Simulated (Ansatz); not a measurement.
All numbers below come from DFT PBEsol, scalar-relativistic, plane waves, PAW in Ansatz.

Structure of SiC:

```
CELL_PARAMETERS angstrom
3.07581 0.00000 0.00000
-1.53790 2.66373 0.00000
0.00000 0.00000 5.04771
ATOMIC_POSITIONS crystal
Si 0.33333 0.66667 0.00458
Si 0.66667 0.33333 0.50458
C 0.33333 0.66667 0.38042
C 0.66667 0.33333 0.88042
```

Plane waves to 420 eV, a k mesh through Γ of 12×12×6 on the computed 4-atom cell and Gaussian smearing (0.02 eV); no spin polarisation.

Levels along Γ–M–K–Γ–A–L–H–A | L–M | H–K, in eV from a zero inside the gap, sorted by energy at each point. Points in fractions of the primitive reciprocal vectors: Γ (0.000 0.000 0.000), M (0.500 0.000 0.000), K (0.333 0.333 0.000), A (0.000 0.000 0.500), L (0.500 0.000 0.500), H (0.333 0.333 0.500).
| point | k (1/Å, with 2π) | band 5 | band 6 | band 7 | band 8 | band 9 | band 10 | band 11 |
| --- | --- | --- | --- | --- | --- | --- | --- | --- |
| Γ | 0.000 | -2.38 | -1.17 | -1.06 | -1.06 | 3.67 | 5.08 | 5.54 |
| - | 0.169 | -2.54 | -1.41 | -1.23 | -1.11 | 4.01 | 5.05 | 5.53 |
| - | 0.337 | -2.93 | -2.28 | -1.43 | -1.27 | 3.94 | 5.43 | 5.89 |
| - | 0.505 | -3.42 | -3.38 | -1.82 | -1.53 | 3.23 | 5.19 | 6.00 |
| - | 0.674 | -4.64 | -3.80 | -2.42 | -1.81 | 2.56 | 4.22 | 6.16 |
| - | 0.842 | -5.82 | -4.13 | -3.19 | -2.05 | 2.04 | 3.55 | 5.99 |
| - | 1.011 | -6.73 | -4.34 | -3.99 | -2.21 | 1.71 | 3.18 | 5.80 |
| M | 1.179 | -6.54 | -4.41 | -4.40 | -2.26 | 1.60 | 3.07 | 5.73 |
| - | 1.277 | -6.51 | -4.59 | -4.40 | -2.41 | 1.85 | 2.97 | 5.71 |
| - | 1.374 | -6.46 | -5.06 | -4.41 | -2.80 | 2.52 | 2.67 | 5.92 |
| - | 1.471 | -6.43 | -5.59 | -4.44 | -3.33 | 2.24 | 3.46 | 6.32 |
| - | 1.569 | -6.65 | -5.83 | -4.51 | -3.91 | 1.78 | 4.54 | 6.73 |
| - | 1.666 | -7.09 | -5.71 | -4.64 | -4.43 | 1.40 | 5.63 | 7.09 |
| - | 1.763 | -7.13 | -5.46 | -4.85 | -4.80 | 1.15 | 6.58 | 7.42 |
| K | 1.860 | -7.33 | -5.14 | -5.14 | -4.93 | 1.06 | 6.99 | 7.71 |
| - | 2.055 | -6.54 | -5.93 | -4.57 | -4.39 | 1.38 | 6.32 | 7.10 |
| - | 2.249 | -6.71 | -5.54 | -3.82 | -3.54 | 2.19 | 5.47 | 6.50 |
| - | 2.444 | -5.84 | -4.44 | -2.95 | -2.70 | 3.31 | 4.83 | 6.06 |
| - | 2.639 | -4.61 | -3.34 | -2.12 | -2.00 | 4.38 | 4.54 | 5.78 |
| - | 2.833 | -3.42 | -2.35 | -1.51 | -1.50 | 4.60 | 4.64 | 5.83 |
| - | 3.028 | -2.63 | -1.49 | -1.25 | -1.15 | 4.11 | 5.00 | 5.54 |
| Γ | 3.222 | -2.38 | -1.17 | -1.06 | -1.06 | 3.67 | 5.08 | 5.54 |
| - | 3.311 | -2.37 | -1.32 | -1.08 | -1.08 | 3.70 | 5.19 | 5.54 |
| - | 3.400 | -2.33 | -1.73 | -1.14 | -1.14 | 3.77 | 5.49 | 5.57 |
| - | 3.489 | -2.26 | -2.26 | -1.23 | -1.23 | 3.88 | 5.62 | 5.62 |
| - | 3.578 | -2.17 | -2.17 | -1.35 | -1.35 | 4.04 | 5.70 | 5.70 |
| - | 3.667 | -2.05 | -2.05 | -1.48 | -1.48 | 4.24 | 5.40 | 5.83 |
| - | 3.756 | -1.92 | -1.92 | -1.63 | -1.63 | 4.48 | 5.07 | 6.00 |
| A | 3.845 | -1.78 | -1.78 | -1.78 | -1.78 | 4.76 | 4.76 | 6.21 |
| - | 4.013 | -2.19 | -2.19 | -1.90 | -1.90 | 4.94 | 4.94 | 5.91 |
| - | 4.181 | -3.12 | -3.12 | -2.21 | -2.21 | 4.49 | 4.49 | 6.25 |
| - | 4.350 | -3.92 | -3.92 | -2.60 | -2.60 | 3.69 | 3.69 | 6.47 |
| - | 4.519 | -4.01 | -4.01 | -2.97 | -2.97 | 3.01 | 3.01 | 5.82 |
| - | 4.687 | -3.77 | -3.77 | -3.27 | -3.27 | 2.51 | 2.51 | 4.98 |
| - | 4.856 | -3.51 | -3.51 | -3.46 | -3.46 | 2.21 | 2.21 | 4.34 |
| L | 5.024 | -3.52 | -3.52 | -3.41 | -3.41 | 2.11 | 2.11 | 4.10 |
| - | 5.121 | -3.85 | -3.85 | -3.24 | -3.24 | 2.25 | 2.25 | 4.20 |
| - | 5.218 | -4.38 | -4.38 | -3.12 | -3.12 | 2.58 | 2.58 | 4.50 |
| - | 5.316 | -5.02 | -5.02 | -3.03 | -3.03 | 2.95 | 2.95 | 4.97 |
| - | 5.413 | -5.67 | -5.67 | -2.95 | -2.95 | 3.28 | 3.28 | 5.34 |
| - | 5.510 | -6.24 | -6.24 | -2.88 | -2.88 | 3.57 | 3.57 | 5.27 |
| - | 5.608 | -6.63 | -6.63 | -2.83 | -2.83 | 3.82 | 3.82 | 4.99 |
| H | 5.705 | -6.77 | -6.77 | -2.81 | -2.81 | 3.93 | 3.93 | 4.84 |
| - | 5.899 | -6.36 | -6.36 | -2.91 | -2.91 | 3.73 | 3.73 | 5.26 |
| - | 6.094 | -5.50 | -5.50 | -3.21 | -3.21 | 3.70 | 3.70 | 5.86 |
| - | 6.288 | -4.50 | -4.50 | -3.56 | -3.56 | 3.88 | 3.88 | 6.28 |
| - | 6.483 | -3.95 | -3.95 | -3.26 | -3.26 | 4.16 | 4.16 | 6.33 |
| - | 6.678 | -3.34 | -3.34 | -2.47 | -2.47 | 4.61 | 4.61 | 5.93 |
| - | 6.872 | -2.30 | -2.30 | -1.95 | -1.95 | 4.99 | 4.99 | 5.80 |
| A | 7.067 | -1.78 | -1.78 | -1.78 | -1.78 | 4.76 | 4.76 | 6.21 |
| L | 7.067 | -3.52 | -3.52 | -3.41 | -3.41 | 2.11 | 2.11 | 4.10 |
| - | 7.156 | -3.85 | -3.74 | -3.29 | -3.13 | 1.90 | 2.25 | 4.19 |
| - | 7.245 | -4.38 | -3.94 | -3.09 | -3.05 | 1.83 | 2.17 | 4.70 |
| - | 7.333 | -4.95 | -4.10 | -3.27 | -2.81 | 1.96 | 2.01 | 5.26 |
| - | 7.422 | -5.51 | -4.23 | -3.60 | -2.59 | 1.84 | 2.26 | 5.66 |
| - | 7.511 | -6.01 | -4.33 | -3.98 | -2.42 | 1.71 | 2.63 | 5.84 |
| - | 7.600 | -6.39 | -4.39 | -4.28 | -2.30 | 1.62 | 2.94 | 5.79 |
| M | 7.689 | -6.54 | -4.41 | -4.40 | -2.26 | 1.60 | 3.07 | 5.73 |
| H | 7.689 | -6.77 | -6.77 | -2.81 | -2.81 | 3.93 | 3.93 | 4.84 |
| - | 7.778 | -7.05 | -6.46 | -2.92 | -2.92 | 4.08 | 4.08 | 4.09 |
| - | 7.867 | -7.29 | -6.12 | -3.22 | -3.22 | 3.33 | 4.48 | 4.48 |
| - | 7.956 | -7.50 | -5.79 | -3.66 | -3.66 | 2.63 | 5.09 | 5.09 |
| - | 8.045 | -7.66 | -5.46 | -4.14 | -4.14 | 2.00 | 5.81 | 5.81 |
| - | 8.134 | -7.73 | -5.19 | -4.62 | -4.62 | 1.50 | 6.58 | 6.58 |
| - | 8.223 | -7.45 | -5.00 | -4.99 | -4.99 | 1.18 | 6.97 | 7.31 |
| K | 8.312 | -7.33 | -5.14 | -5.14 | -4.93 | 1.06 | 6.99 | 7.71 |

Cost: 1 run of about 1 core-minutes, on Arm Neoverse V1 (shared hosts).